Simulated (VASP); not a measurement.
# Al (Fm-3m) in VASP: a series of runs

One crystal, Al, is run at these levels: PBE; tasks: single point.

Everything below comes from runs of VASP 6.6.1. Logs are shortened: lines on timing, memory, paths and dates and some standing lists are left out, and cuts for length are marked.

## 1. The undisturbed crystal

Symmetry: Fm-3m, No. 225, cubic system. Conventional cell: a = 4.050 Å, b = 4.050 Å, c = 4.050 Å, α = 90.00°, β = 90.00°, γ = 90.00°. Al (site symmetry m-3m) is surrounded by 12 Al at 2.86 Å.

## 2. Single point, PBE (grid = ENCUT=400 dk=0.35 cell=3x3x3 ISMEAR=1 SIGMA=0.1 LREAL=False EDIFF=1e-06)

File INCAR:

```
SYSTEM = Al
PREC = Accurate ; ENCUT = 400
EDIFF = 1E-6 ; ISMEAR = 1
SIGMA = 0.1 ; LREAL = .False.
LASPH = .True. ; NELM = 120
ALGO = Fast ; ISIF = 2
LWAVE = .False. ; LCHARG = .False.
GGA = PE ; NBANDS = 68
```

File KPOINTS:

```
Automatic mesh
0
Gamma
  3 3 3
  0 0 0
```

File POSCAR:

```
Al
1.0
    0.0000000000      6.0744150000      6.0744150000
    6.0744150000      0.0000000000      6.0744150000
    6.0744150000      6.0744150000      0.0000000000
Al
27
Direct
    0.0000000000      0.0000000000      0.0000000000
    0.0000000000      0.0000000000      0.3333333333
    0.0000000000      0.0000000000      0.6666666667
    0.0000000000      0.3333333333      0.0000000000
    0.0000000000      0.3333333333      0.3333333333
    0.0000000000      0.3333333333      0.6666666667
    0.0000000000      0.6666666667      0.0000000000
    0.0000000000      0.6666666667      0.3333333333
    0.0000000000      0.6666666667      0.6666666667
    0.3333333333      0.0000000000      0.0000000000
    0.3333333333      0.0000000000      0.3333333333
    0.3333333333      0.0000000000      0.6666666667
    0.3333333333      0.3333333333      0.0000000000
    0.3333333333      0.3333333333      0.3333333333
    0.3333333333      0.3333333333      0.6666666667
    0.3333333333      0.6666666667      0.0000000000
    0.3333333333      0.6666666667      0.3333333333
    0.3333333333      0.6666666667      0.6666666667
    0.6666666667      0.0000000000      0.0000000000
    0.6666666667      0.0000000000      0.3333333333
    0.6666666667      0.0000000000      0.6666666667
    0.6666666667      0.3333333333      0.0000000000
    0.6666666667      0.3333333333      0.3333333333
    0.6666666667      0.3333333333      0.6666666667
    0.6666666667      0.6666666667      0.0000000000
    0.6666666667      0.6666666667      0.3333333333
    0.6666666667      0.6666666667      0.6666666667
```

Potentials or basis: VASP PAW PBE potentials, release 64 (Al).

Command:

```console
$ cat potpaw_PBE.64/Al/POTCAR > POTCAR
$ mpirun -np 1 vasp_std > vasp.out
```

OUTCAR:

```text
SYSTEM = Al
   PREC = Accurate
   ENCUT = 400
   EDIFF = 1E-6
   ISMEAR = 1
   LREAL = .False.
   LASPH = .True.
   NELM = 120
   ISIF = 2
   GGA = PE

 Found      4 irreducible k-points:

 Following reciprocal coordinates:
            Coordinates               Weight
  0.000000  0.000000  0.000000      1.000000
  0.333333  0.000000  0.000000      8.000000
  0.333333  0.333333  0.000000      6.000000
 -0.333333  0.333333  0.000000     12.000000
   k-points           NKPTS =      4   k-points in BZ     NKDIM =      4   number of bands    NBANDS=     68
   number of dos      NEDOS =    301   number of ions     NIONS =     27
   total plane-waves  NPLWV = 175616
   dimension x,y,z NGX =    56 NGY =   56 NGZ =   56
   dimension x,y,z NGXF=   112 NGYF=  112 NGZF=  112
   ions per type =              27
   NGX,Y,Z   is equivalent  to a cutoff of  10.84, 10.84, 10.84 a.u.
   NGXF,Y,Z  is equivalent  to a cutoff of  21.67, 21.67, 21.67 a.u.
 SYSTEM =  Al
   PREC   = accura    normal or accurate (medium, high low for compatibility)
   ISTART =      0    job   : 0-new  1-cont  2-samecut
   ICHARG =      2    charge: 1-file 2-atom 10-const
   ISPIN  =      1    spin polarized calculation?
   LNONCOLLINEAR =      F non collinear calculations
   LSORBIT =      F    spin-orbit coupling
   LASPH  =      T    aspherical Exc in radial PAW
   ENCUT  =  400.0 eV  29.40 Ry    5.42 a.u.  14.01 14.01 14.01*2*pi/ulx,y,z
   NELM   =    120;   NELMIN=  2; NELMDL= -5     # of ELM steps
   EDIFF  = 0.1E-05   stopping-criterion for ELM
   LREAL  =      F    real-space projection
[... 7 lines left out ...]
   TEBEG  =    0.0;   TEEND  =   0.0 temperature during run
   PSTRESS=    0.0 pullay stress
   NELECT =      81.0000    total number of electrons
   NUPDOWN=      -1.0000    fix difference up-down
   EMIN   =  10.00;   EMAX   =-10.00  energy-range for DOS
   EFERMI =   0.00;   METHOD = LEGACY
   ISMEAR =     1;   SIGMA  =   0.10  broadening in eV -4-tet -1-fermi 0-gaus
   EFERMI_NEDOS =   21; number of points for ismear=-14 and -15
   IALGO  =     68    algorithm
   IMIX   =      4    mixing-type and parameters
     AMIX     =   0.40;   BMIX     =  1.00
     AMIX_MAG =   1.60;   BMIX_MAG =  1.00
  volume/ion in A,a.u.               =      16.60       112.04
  Fermi-wavevector in a.u.,A,eV,Ry     =   0.925526  1.748991 11.654733  0.856599
  Thomas-Fermi vector in A             =   2.051390
   LORBIT       =      0    0 simple, 1 ext, 2 COOP (PROOUT), +10 PAW based schemes
   GGA     = PE    functional components
   LHFCALC =     F    Hartree Fock is set to
   AEXX    =    0.0000 exact exchange contribution
   IVDW    =     0    specifies the selected vdW correction
   LEPSILON=     F    determine dielectric tensor
   LRPA    =     F    only Hartree local field effects (RPA)
 non-spin polarized calculation
 RMM-DIIS sequential band-by-band and
 Methfessel and Paxton  Order N= 1 SIGMA  =   0.10
  energy-cutoff  :      400.00
  volume of cell :      448.27
 maximum number of plane-waves:      8154
   NGX = 29   NGY = 29   NGZ = 29

 number of electron      81.0000000 magnetization

 Free energy of the ion-electron system (eV)
  ---------------------------------------------------
  ext. energy  EPLUGINS =         0.00000000
  ---------------------------------------------------
  free energy    TOTEN  =      -100.30971597 eV

  energy without entropy =     -100.27651812  energy(sigma->0) =     -100.29865002

 E-fermi :   7.9185     XC(G=0): -10.1733

 val. band max:        7.7998435697   @ k =   0.3333   0.3333   0.0000
 cond. band min:       7.9439911551   @ k =  -0.3333   0.3333   0.0000
 fundamental gap:      0.1441475854
 Fermi energy:         7.9184986946

 k-point     1 :       0.0000    0.0000    0.0000
  band No.  band energies     occupation
      1      -3.1550      2.00000
      2      -0.1768      2.00000
      3      -0.1768      2.00000
      4      -0.1768      2.00000
      5      -0.1768      2.00000
      6      -0.1768      2.00000
[... 44 lines left out ...]
     51       8.3204     -0.00000
     52       8.4305     -0.00000

 k-point     2 :       0.3333    0.0000    0.0000
  band No.  band energies     occupation
      1      -2.8210      2.00000
      2      -1.8237      2.00000
      3      -0.5048      2.00000
      4      -0.5048      2.00000
      5      -0.5048      2.00000
      6      -0.1774      2.00000
[... 44 lines left out ...]
     51       9.9092     -0.00000
     52       9.9092     -0.00000

 k-point     3 :       0.3333    0.3333    0.0000
  band No.  band energies     occupation
      1      -2.7098      2.00000
      2      -1.3827      2.00000
      3      -1.0529      2.00000
      4      -1.0529      2.00000
      5      -1.0529      2.00000
      6      -1.0529      2.00000
[... 44 lines left out ...]
     51       9.9875      0.00000
     52       9.9875      0.00000

 k-point     4 :      -0.3333    0.3333    0.0000
  band No.  band energies     occupation
      1      -2.2661      2.00000
      2      -1.9342      2.00000
      3      -1.9342      2.00000
      4      -0.9431      2.00000
      5      -0.9431      2.00000
      6       0.3678      2.00000
[... 44 lines left out ...]
     51       9.7561     -0.00000
     52       9.7561     -0.00000
 [bands above 52 left out]

------------------------ aborting loop because EDIFF is reached ----------------------------------------

  FORCE on cell =-STRESS in cart. coord.  units (eV):
  Direction    XX          YY          ZZ          XY          YZ          ZX
  --------------------------------------------------------------------------------------
  -------------------------------------------------------------------------------------
  Total       -0.5625453     -0.5625453     -0.5625453      0.0000000     -0.0000000      0.0000000
  in kB       -2.0105956     -2.0105956     -2.0105956      0.0000000     -0.0000000      0.0000000
  external PRESSURE =      -2.0105956 kB  Pullay stress =       0.0000000 kB

 VOLUME and BASIS-vectors are now :
 -----------------------------------------------------------------------------
  energy-cutoff  :      400.00
  volume of cell :      448.27
      direct lattice vectors                 reciprocal lattice vectors
     0.000000000  6.074415000  6.074415000    -0.082312453  0.082312453  0.082312453
     6.074415000  0.000000000  6.074415000     0.082312453 -0.082312453  0.082312453
     6.074415000  6.074415000  0.000000000     0.082312453  0.082312453 -0.082312453

 POSITION                                       TOTAL-FORCE (eV/Angst)
 -----------------------------------------------------------------------------------
      0.00000      0.00000      0.00000         0.000000      0.000000     -0.000000
      2.02480      2.02480      0.00000         0.000000     -0.000000     -0.000000
      4.04961      4.04961      0.00000         0.000000      0.000000     -0.000000
      2.02480      0.00000      2.02480        -0.000000      0.000000      0.000000
      4.04961      2.02480      2.02480        -0.000000     -0.000000      0.000000
      6.07442      4.04961      2.02480        -0.000000      0.000000      0.000000
[... 19 lines left out ...]
      6.07442      6.07442      8.09922        -0.000000      0.000000      0.000000
      8.09922      8.09922      8.09922        -0.000000     -0.000000     -0.000000
 -----------------------------------------------------------------------------------
    total drift:                               -0.000000     -0.000000     -0.000000

  FREE ENERGIE OF THE ION-ELECTRON SYSTEM (eV)
  ---------------------------------------------------
  free  energy   TOTEN  =      -100.3097159744 eV

  energy  without entropy=     -100.2765181220  energy(sigma->0) =     -100.29865002
```

It took 2.6 min on 1 thread of Intel Xeon Platinum 8488C (Sapphire Rapids), shared host; peak memory 0.42 GiB.

These settings aren't checked as converged: the numbers below hold their error.

What came out:

- Free energy: -100.3097 eV
- Pressure: -0.2 GPa
- Band gap on the k mesh: none (metal or under the smearing width)

## 3. Single point, PBE (grid = ENCUT=400 dk=0.35 cell=3x3x3 ISMEAR=1 SIGMA=0.02 LREAL=Auto EDIFF=1e-06)

INCAR, as its differences from that of step 2:

```diff
@@ -3,3 +3,3 @@
 EDIFF = 1E-6 ; ISMEAR = 1
-SIGMA = 0.1 ; LREAL = .False.
+SIGMA = 0.02 ; LREAL = Auto
 LASPH = .True. ; NELM = 120
```

KPOINTS is that of step 2.

POSCAR is that of step 2.

Potentials or basis: VASP PAW PBE potentials, release 64 (Al).

Command:

```console
$ cat potpaw_PBE.64/Al/POTCAR > POTCAR
$ mpirun -np 1 vasp_std > vasp.out
```

It took 3.1 min on 1 thread of Intel Xeon Platinum 8488C (Sapphire Rapids), shared host; peak memory 0.4 GiB.

The run converged, but some of its settings lie outside the range that counts as converged, so its numbers aren't taken as properties of the crystal.

What came out:

- Free energy: -100.2877 eV
- Pressure: -0.2 GPa
- Band gap on the k mesh: none (metal or under the smearing width)

## 4. Single point, PBE (grid = ENCUT=460 dk=0.35 cell=3x3x3 ISMEAR=1 SIGMA=0.1 LREAL=Auto EDIFF=1e-06)

File INCAR:

```
SYSTEM = Al
PREC = Accurate ; ENCUT = 460
EDIFF = 1E-6 ; ISMEAR = 1
SIGMA = 0.1 ; LREAL = Auto
LASPH = .True. ; NELM = 120
ALGO = Fast ; ISIF = 2
LWAVE = .False. ; LCHARG = .False.
GGA = PE ; NBANDS = 68
```

KPOINTS is that of step 3.

POSCAR is that of step 3.

Command:

```console
$ cat potpaw_PBE.64/Al/POTCAR > POTCAR
$ mpirun -np 1 vasp_std > vasp.out
```

It took 3 min on 1 thread of Intel Xeon Platinum 8488C (Sapphire Rapids), shared host; peak memory 0.47 GiB.

The run converged, but some of its settings lie outside the range that counts as converged, so its numbers aren't taken as properties of the crystal.

Results:

```yaml
Free_energy: -100.3329 eV
Pressure: -0.2 GPa
Band_gap_on_the_k_mesh: none (metal or under the smearing width)
```

(Part 1 of 2 ends here.)
